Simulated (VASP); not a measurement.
CaF2: single point with PBE

CaF2:

```xyz
3
Lattice="0.0000 2.7554 2.7554 2.7554 0.0000 2.7554 2.7554 2.7554 0.0000" Properties=species:S:1:pos:R:3 pbc="T T T"
Ca    0.0000    0.0000    0.0000
F     4.1331    4.1331    4.1331
F     1.3777    1.3777    1.3777
```

The cell was built by a generator and needn't be a form met in nature.

- Program: VASP 6.6.1
- Task: single point
- Functional: PBE
- Potentials or basis: VASP PAW PBE potentials, release 64 (Ca_sv, F)
- Cutoff: 520 eV
- k mesh: 8 × 8 × 8
- Occupations: gaussian, width 0.02 eV
- Spin: no spin polarisation

```
Pressure               : 0.2 GPa
Band gap on the k mesh : 7.12 eV, indirect (least direct gap 7.37 eV)
```

Levels at points of the mesh, in eV from the valence-band top:
```
           k point  band 10  band 11  band 12  band 13  band 14  band 15
(0.00, 0.00, 0.00)    -0.25    -0.25    -0.25     7.12     9.06     9.06
(0.50, 0.00, 0.00)    -1.20    -0.82    -0.82     9.26     9.26     9.57
(0.50, 0.50, 0.00)    -0.35    -0.35     0.00     8.04     9.36     9.93
```

It took 13 s on 1 thread of Intel(R) Xeon(R) 6975P-C (Granite Rapids) (shared host), peak memory 0.17 GiB.

A k mesh can miss the band edges. A hybrid or GW would open this gap; PBE tends to underestimate it.
